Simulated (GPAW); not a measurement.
TaS2, 3 atoms in the cell. The structure is trigonal, space group P-3m1 (No. 164). Conventional cell: a = 3.350 Å, b = 3.350 Å, c = 5.860 Å, α = 90.00°, β = 90.00°, γ = 120.00°. Ta (site symmetry -3m) is surrounded by 6 S at 2.43 Å. S (site symmetry 3m) is surrounded by 3 Ta at 2.43 Å. 

```yaml
Program: GPAW 26.7.0
Task: band structure
Functional: r4SCAN
Potentials_or_basis: GPAW PAW data sets (gpaw-data 1.2.1)
Cutoff: 600 eV
Basis: pw
k_mesh: 7 × 7 × 4
Occupations: fermi-dirac, width 0.05 eV
Spin: spin-orbit coupling, no magnetisation
Maxiter: 150
Band_path: GMKGALHA,LM,KH
Band_points: 80
spin_axis_theta_degrees: 0
spin_axis_phi_degrees: 0
Soc_after_scf: second variation without the xc potential
```

Potentials or basis: GPAW PAW data sets (gpaw-data 1.2.1), pw.

The run is started by

```sh
$ OMP_NUM_THREADS=1 python run.py
```

Hardware: 1 thread of Arm Neoverse V1, with other jobs on the host.

Task: Estimate the wall time of this run.

Result: It took 3.1 min on 1 thread of Arm Neoverse V1, on a shared host, peak memory 0.5 GiB. Counts: scf iterations 16, plane waves 1931, bands 25, k points 28.
